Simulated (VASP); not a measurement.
**A VASP 6.6.1 single-point calculation on KCl**

INCAR

```
ENCUT = 520
ISMEAR = -1
LREAL = .FALSE.
GGA = AM
NBANDS = 15
NELM = 79
IBRION = -1
NSW = 0
ISIF = 2
LCHARG = .FALSE.
LWAVE = .FALSE.
SIGMA = 0.02
PREC = Accurate
EDIFF = 1E-9
LASPH = .TRUE.
```

KPOINTS

```
KPOINTS created by Atomic Simulation Environment
0
Gamma
8 8 8
0 0 0
```

POSCAR

```
K  Cl
 1.0000000000000000
     0.0000000000000000    3.3329101772000000    3.3329101772000000
     3.3329101772000000    0.0000000000000000    3.3329101772000000
     3.3329101772000000    3.3329101772000000    0.0000000000000000
 K   Cl
   1   1
Cartesian
  0.0000000000000000  0.0000000000000000  0.0000000000000000
  3.3329101771999996  3.3329101771999996  3.3329101771999996
```

The recommended PBE PAW datasets give the neutral cell 16 valence electrons.

Command

```
mpirun -np 1 vasp_std
```

Q: Predict the outcome of this run.

A: It converged. Results: gap between bands v and c on the k mesh 4.74 eV; least direct gap on the k mesh 4.74 eV; pressure -1.6 GPa. Band v is the last that the valence electrons fill when counted band by band, and c is the next.

OSZICAR

```
N       E                     dE             d eps       ncg     rms          rms(c)
DAV:   1     0.100528482649E+03    0.10053E+03   -0.68650E+03   870   0.930E+02
DAV:   2     0.108109872341E+00   -0.10042E+03   -0.91046E+02  1102   0.225E+02
DAV:   3    -0.669575360794E+01   -0.68039E+01   -0.67650E+01  1171   0.527E+01
DAV:   4    -0.695056079944E+01   -0.25481E+00   -0.25474E+00  1409   0.942E+00
DAV:   5    -0.695253706609E+01   -0.19763E-02   -0.19762E-02  1185   0.921E-01    0.269E+00
DAV:   6    -0.664278919794E+01    0.30975E+00   -0.46312E-01  1108   0.324E+00    0.210E+00
DAV:   7    -0.663361279870E+01    0.91764E-02   -0.11704E-01  1199   0.181E+00    0.131E+00
DAV:   8    -0.665473438885E+01   -0.21122E-01   -0.26904E-02   991   0.111E+00    0.227E-01
DAV:   9    -0.665620632297E+01   -0.14719E-02   -0.22727E-03  1150   0.294E-01    0.123E-01
DAV:  10    -0.665742131441E+01   -0.12150E-02   -0.15161E-03   940   0.233E-01    0.431E-02
DAV:  11    -0.665744640666E+01   -0.25092E-04   -0.10979E-04  1263   0.513E-02    0.314E-02
DAV:  12    -0.665745470786E+01   -0.83012E-05   -0.28748E-05   968   0.274E-02    0.403E-03
DAV:  13    -0.665745851985E+01   -0.38120E-05   -0.51143E-06   954   0.131E-02    0.368E-03
DAV:  14    -0.665745861190E+01   -0.92044E-07   -0.94208E-07   975   0.581E-03    0.806E-04
DAV:  15    -0.665745869737E+01   -0.85475E-07   -0.23259E-08  1199   0.116E-03    0.161E-04
DAV:  16    -0.665745869672E+01    0.65279E-09   -0.42584E-09  1017   0.456E-04
   1 F= -.66574587E+01 E0= -.66574587E+01  d E =-.327484E-10
```

For comparison, a separate PBE run of the intended cell, on usual settings and not on those above, gives a gap of 4.64 eV on its mesh and a pressure of -1.6 GPa.
